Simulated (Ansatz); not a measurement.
Al: equation of state with PBE

**Experimental background.**

“The interpretation of polycrystalline coherent inelastic neutron scattering from aluminium”, 2013, pmc:3831299 quotes, for a bulk crystal of Al: bulk modulus 76.9 GPa.

Al:

```xyz
1
Lattice="0.0000 2.0248 2.0248 2.0248 0.0000 2.0248 2.0248 2.0248 0.0000" Properties=species:S:1:pos:R:3 pbc="T T T"
Al    0.0000    0.0000    0.0000
```

```
Program             : Ansatz 0.2.0
Task                : equation of state
Functional          : PBE
Potentials or basis : all-electron LAPW, scalar-relativistic
Basis error allowed : 0.0005 eV/atom
k mesh              : 11 × 11 × 11
Occupations         : fermi-dirac, width 0.05 eV
Spin                : no spin polarisation
```

- Equilibrium volume: 16.51 Å³/atom
- Bulk modulus: 79 GPa
- Pressure derivative of the bulk modulus: 4.4

Energy against volume, from the lowest point:
```
volume (Å³/atom)  energy (meV/atom)
          15.607              13.37
          15.939               5.08
          16.271               0.76
          16.603               0.00
          16.935               2.42
          17.267               7.72
          17.599              15.57
```

All runs of the series together: 11 s on 1 thread of Arm Neoverse V2, on a shared host.

Measured bulk modulus of Al: 76.9 GPa (quoted in “The interpretation of polycrystalline coherent inelastic neutron scattering from aluminium”, 2013, pmc:3831299). This calculation gives 79 GPa (+2.5 %). The fit is for a static lattice scaled at fixed shape and fixed fractional positions. The cell as given is a measured one (16.60 Å³/atom); PBE puts the equilibrium volume -0.6 % from it, thermal expansion not counted.
